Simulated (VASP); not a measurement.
InAs:

```
CELL_PARAMETERS angstrom
0.00000 2.87730 2.87730
2.87730 0.00000 2.87730
2.87730 2.87730 0.00000
ATOMIC_POSITIONS crystal
In 0.50000 0.50000 0.50000
As 0.00000 0.00000 0.00000
```

Measurements of this composition are mostly on another form, of space group No. 216.

Program: VASP 6.6.1. Alike in all runs: no spin polarisation; cell as given; smearing gaussian 0.02 eV.

Order these runs on this cell by their pressure, lowest first.
A. level PBE; potentials or basis VASP PAW PBE potentials, release 64 (In_d_GW, As_GW); k mesh 3 × 3 × 3; cutoff (eV) 450; mesh quality coarse
B. level LDA; potentials or basis VASP PAW LDA potentials, release 64 (In_d, As); k mesh 8 × 8 × 8; cutoff (eV) 520; mesh quality not flagged
C. level PBE; potentials or basis VASP PAW PBE potentials, release 64 (In_d, As); k mesh 8 × 8 × 8; cutoff (eV) 520; mesh quality not flagged

B (-5.0 GPa), C (0.0 GPa), A (2.7 GPa).

Caveats: some runs use coarse meshes.
